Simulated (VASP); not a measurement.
## Ge: band structure with TB-mBJ

Ge:

```
Ge
1.0
     3.99594    0.00000    0.00000
    -1.99797    3.46059    0.00000
     0.00000    0.00000    6.59387
Ge
4
Direct
  0.66667 0.33333 0.06291
  0.33333 0.66667 0.56291
  0.66667 0.33333 0.43709
  0.33333 0.66667 0.93709
```

This isn't the form of Ge at room conditions, which is diamond.

| Property | Result |
| --- | --- |
| Program | VASP 6.6.1 |
| Task | band structure |
| Functional | TB-mBJ |
| Potentials or basis | VASP PAW PBE potentials, release 64 (Ge_d) |
| Cutoff | 520 eV |
| k mesh | 12 × 12 × 5 |
| Occupations | gaussian, width 0.03 eV |
| Spin | no spin polarisation |
| Further INCAR settings | ALGO = Normal; EDIFF = 1e-06; NBANDS = 36 |

The band gap on the k mesh is 0.34 eV, direct and the band gap along the path is 0.34 eV, direct.

Levels at the corners of the path, in eV from the valence-band top:
```csv
point,band 25,band 26,band 27,band 28,band 29,band 30,band 31,band 32
Γ,-1.57,-0.27,0.00,0.00,0.34,0.60,2.42,2.42
M,-4.53,-3.10,-2.77,-1.52,0.89,2.01,3.84,3.87
M,-4.53,-3.10,-2.77,-1.52,0.89,2.01,3.84,3.87
K,-4.89,-3.45,-3.45,-3.19,1.84,4.90,4.90,5.38
K,-4.89,-3.45,-3.45,-3.19,1.84,4.90,4.90,5.38
Γ,-1.57,-0.27,0.00,0.00,0.34,0.60,2.42,2.42
Γ,-1.57,-0.27,0.00,0.00,0.34,0.60,2.42,2.42
A,-0.95,-0.95,-0.95,-0.95,1.09,1.09,3.52,3.52
A,-0.95,-0.95,-0.95,-0.95,1.09,1.09,3.52,3.52
L,-2.57,-2.57,-2.46,-2.46,0.90,0.90,2.37,2.37
L,-2.57,-2.57,-2.46,-2.46,0.90,0.90,2.37,2.37
H,-4.21,-4.21,-2.09,-2.09,1.57,1.57,4.44,4.44
H,-4.21,-4.21,-2.09,-2.09,1.57,1.57,4.44,4.44
A,-0.95,-0.95,-0.95,-0.95,1.09,1.09,3.52,3.52
L,-2.57,-2.57,-2.46,-2.46,0.90,0.90,2.37,2.37
M,-4.53,-3.10,-2.77,-1.52,0.89,2.01,3.84,3.87
K,-4.89,-3.45,-3.45,-3.19,1.84,4.90,4.90,5.38
H,-4.21,-4.21,-2.09,-2.09,1.57,1.57,4.44,4.44
```

Wall time 7.6 min on 1 thread of Intel(R) Xeon(R) Platinum 8488C (Sapphire Rapids), with other jobs on the host, peak memory 0.36 GiB.
